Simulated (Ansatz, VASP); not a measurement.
**Two plane-wave programs on SiO2**

The input INCAR:

```
SYSTEM = SiO2
PREC = Accurate
ENCUT = 520
EDIFF = 1E-6
ISMEAR = 0
SIGMA = 0.01
LREAL = .False.
LASPH = .True.
NELM = 100
ALGO = Normal
ISIF = 2
LWAVE = .False.
LCHARG = .False.
GGA = PS
NBANDS = 25
```

Contents of KPOINTS:

```
regular mesh
0
Gamma
  6 6 6
  0 0 0
```

The input POSCAR:

```
SiO2
1.0
   -2.3740500000      2.3740500000      3.7440000000
    2.3740500000     -2.3740500000      3.7440000000
    2.3740500000      2.3740500000     -3.7440000000
Si O
2 4
Direct
    0.0000000000      0.0000000000      0.0000000000
    0.7500000000      0.2500000000      0.5000000000
    0.9983800000      0.6250000000      0.8733800000
    0.3750000000      0.2483800000      0.3733800000
    0.7516200000      0.1250000000      0.1266200000
    0.8750000000      0.0016200000      0.6266200000
```

Input for Ansatz:

```yaml
crystal:
  lattice:
    - [-2.37405, 2.37405, 3.744]
    - [2.37405, -2.37405, 3.744]
    - [2.37405, 2.37405, -3.744]
  atoms:
    - { symbol: Si, position: [0.0, 0.0, 0.0] }
    - { symbol: Si, position: [0.75, 0.25, 0.5] }
    - { symbol: O, position: [0.99838, 0.625, 0.87338] }
    - { symbol: O, position: [0.375, 0.24838, 0.37338] }
    - { symbol: O, position: [0.75162, 0.125, 0.12662] }
    - { symbol: O, position: [0.875, 0.00162, 0.62662] }
basis:
  ecutwfc: 450.0
kpoints:
  mp_grid:
    grid: [6, 6, 6]
hamiltonian:
  xc: pbesol
  pseudopotentials:
    kind: paw
scf:
  convergence:
    dr2_threshold: 1.0e-09
  occupations:
    method: fixed
output:
  eigenvalues: true
```

Alike in both runs: task single point; functional PBEsol; k mesh 6 × 6 × 6; no spin polarisation.

|  | VASP | Ansatz |
| --- | --- | --- |
| version | VASP 6.6.1 | Ansatz 0.2.0 |
| potentials or method | VASP PAW PBE potentials, release 64 (Si, O) | plane waves, PAW |
| plane-wave cutoff (eV) | 520 | 450 |
| occupations | gaussian, width 0.01 eV | fixed |
| valence electrons in the cell | 32 | 32 |

Ansatz gave:

| Quantity | Value |
| --- | --- |
| gap on the k mesh at the Fermi level (eV) | 5.98 |

What did VASP give for the same quantities?

gap on the k mesh at the Fermi level (eV): 5.97.

 A k mesh can miss the band edges.
